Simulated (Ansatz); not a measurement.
Crystal: Bi2Te3 (Tellurobismuthite).

```
Bi Te
1.0
     2.19300    1.26613   10.16567
    -2.19300    1.26613   10.16567
     0.00000   -2.53226   10.16567
Bi Te
2 3
Direct
  0.60000 0.60000 0.60000
  0.40000 0.40000 0.40000
  0.79050 0.79050 0.79050
  0.20950 0.20950 0.20950
  0.00000 0.00000 0.00000
```

Base run:

* Program: Ansatz 0.2.0
* Functional: HSE06
* Potentials or basis: Ansatz PAW
* Cutoff: 420 eV
* Density cutoff: 1680 eV
* k mesh: 6 × 6 × 6
* Occupations: fermi-dirac, width 0.05 eV
* Spin: no spin polarisation

Its results: band gap on the k mesh 0.64 eV, direct; largest force 0.357 eV/Å.

**Question.** The run is repeated on the same cell with these changes: functional from HSE06 to PBE0. What comes out?

**Answer.** Band gap on the k mesh 1.13 eV, direct; largest force 0.421 eV/Å.

Caveats: spin-orbit coupling is left out, which as a rule narrows the gap of such compounds by several tenths of an eV; the PAW data sets come from PBE, with cores solved anew for the run's functional, which leaves a small shift of forces and pressure.

Not every run made on this cell is shown here.
